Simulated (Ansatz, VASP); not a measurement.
# BN: VASP beside Ansatz

```xyz
4
Lattice="2.5064 0.0000 0.0000 -1.2532 2.1706 0.0000 0.0000 0.0000 6.6141" Properties=species:S:1:pos:R:3 pbc="T T T"
B     0.0000    1.4471    1.6535
B     1.2532    0.7235    4.9606
N     0.0000    1.4471    4.9606
N     1.2532    0.7235    1.6535
```

Alike in both runs: task single point; functional PBE; dispersion D3(BJ); k mesh 12 × 12 × 4; occupations gaussian, width 0.02 eV; no spin polarisation.

|  | VASP | Ansatz |
| --- | --- | --- |
| version | VASP 6.6.1 | Ansatz 0.2.0 |
| potentials or method | VASP PAW PBE potentials, release 64 (B, N) | scalar-relativistic, plane waves, PAW |
| plane-wave cutoff (eV) | 520 | 420 |
| valence electrons in the cell | 16 | 16 |

VASP gave:

- gap on the k mesh at the Fermi level (eV): 4.27
- least direct gap on the mesh (eV): 4.63
- pressure (GPa): 0.1
- largest component of the traceless stress (GPa): 0.21
- dispersion energy (meV/atom): -141.6

Q: Which values does Ansatz return?

A: gap on the k mesh at the Fermi level (eV): 4.27; least direct gap on the mesh (eV): 4.64; pressure (GPa): 0.0; largest component of the traceless stress (GPa): 0.00; dispersion energy (meV/atom): -141.6.

A k mesh can miss the band edges.
